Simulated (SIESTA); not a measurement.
The system is PtSe2 (Sudovikovite).

```
Pt Se
1.0
     3.72400    0.00000    0.00000
    -1.86200    3.22508    0.00000
     0.00000    0.00000    5.06200
Pt Se
1 2
Direct
  0.00000 0.00000 0.00000
  0.66667 0.33333 0.75000
  0.33333 0.66667 0.25000
```

Base run:

```yaml
Program: SIESTA 5.4.2
Functional: PBE
Potentials_or_basis: PseudoDojo 0.4 standard (PBE files)
Basis: DZP (energy shift 0.002 Ry)
Grid_cutoff: 800 Ry
Energy_shift: 0.002 Ry
k_mesh: 8 × 8 × 5
Occupations: fermi-dirac, width 0.05 eV
Spin: no spin polarisation
```

Its results: band gap on the k mesh none (metal or under the smearing width); pressure 14.7 GPa; largest force 1.518 eV/Å.

Task: The run is repeated on the same cell with these changes: potentials or basis from PseudoDojo 0.4 standard (PBE files) to PseudoDojo 0.4 stringent (PBE files); valence electrons from 50 to 66. What comes out?

Result: Band gap on the k mesh none (metal or under the smearing width); pressure 9.9 GPa; largest force 1.161 eV/Å.

Caveats: semicore shells carry a single zeta, which can move pressures by several GPa and volumes by a few percent; the basis of atomic orbitals isn't converged, which shifts pressures, moduli and gaps; forces of over 1 eV/Å show positions far from the minimum, so gaps and moduli don't describe the material at rest; the valence orbitals were made in a potential fitted to the semicore shell under them, which widens gaps by tenths of an eV or more (some runs).

Not every run made on this cell is shown here.
